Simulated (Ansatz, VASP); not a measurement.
# Two plane-wave programs on WSe

```
W Se
1.0
     0.00000    2.84182    2.84182
     2.84182    0.00000    2.84182
     2.84182    2.84182    0.00000
W Se
1 1
Cartesian
  0.0000 0.0000 0.0000
  1.4209 1.4209 1.4209
```

Alike in both runs: functional PBE; k mesh 6 × 6 × 6; occupations gaussian, width 0.1 eV; collinear spin.

Ansatz relaxed the structure, and its values are those at the end. VASP's run is a single point on that final structure, the one shown.

```csv
,VASP,Ansatz
version,VASP 6.6.1,Ansatz 0.2.0
potentials or method,"VASP PAW PBE potentials, release 64 (W_sv, Se)","scalar-relativistic, plane waves, PAW"
plane-wave cutoff (eV),520,420
valence electrons in the cell,20,30
```

VASP gave:

```
gap on the k mesh at the Fermi level (eV)                     : none
pressure (GPa)                                                : -1.8
net moment per atom (μB)                                      : 0.00
size of the moment on the site where the two differ most (μB) : 0.00
```

Question: What did Ansatz give for the same quantities?

Answer: gap on the k mesh at the Fermi level (eV): none; pressure (GPa): -0.2; net moment per atom (μB): 0.68; size of the moment on the site where the two differ most (μB): 0.84.

The net moments differ so much that the two runs ended in different magnetic states, which moves the other rows too. Site moments also hang on the region over which each program counts them. A gap of «none» marks a metal or a gap that the smearing closes. The two sets of potentials don't hold the same shells in valence.

The runs have no spin-orbit coupling, so splittings on W are missing.
